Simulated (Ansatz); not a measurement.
MoP:

```
CELL_PARAMETERS angstrom
3.22300 0.00000 0.00000
-1.61150 2.79120 0.00000
0.00000 0.00000 3.19100
ATOMIC_POSITIONS crystal
Mo 0.00000 0.00000 0.00000
P 0.33333 0.66667 0.50000
```

- Program: Ansatz 0.2.0
- Task: relaxation of cell and atoms
- Functional: BLYP
- Potentials or basis: all-electron LAPW, scalar-relativistic
- Basis error allowed: 0.001 eV/atom
- k mesh: 10 × 10 × 8
- Occupations: fermi-dirac, width 0.05 eV
- Spin: no spin polarisation

At the start: volume 14.35 Å³/atom.

Task: How do energy, volume and symmetry change on relaxing?

Result: Over 6 steps the energy falls by 38.4 meV/atom and the volume is 15.31 Å³/atom (+6.6 %); space group P-6m2 (No. 187, to 0.05 Å).

Step by step:
```csv
step,energy change (eV),largest force (eV/Å),volume (Å³)
1,0.0000,0.0000,28.71
2,-0.0577,0.0000,31.17
3,-0.0765,0.0000,30.72
4,-0.0767,0.0000,30.62
5,-0.0767,0.0000,30.61
6,-0.0767,0.0000,30.61
```

Final structure:
```
CELL_PARAMETERS angstrom
3.31032 0.00000 0.00000
-1.65516 2.86682 0.00000
0.00000 0.00000 3.22565
ATOMIC_POSITIONS crystal
Mo 0.00000 0.00000 0.00000
P 0.33333 0.66667 0.50000
```
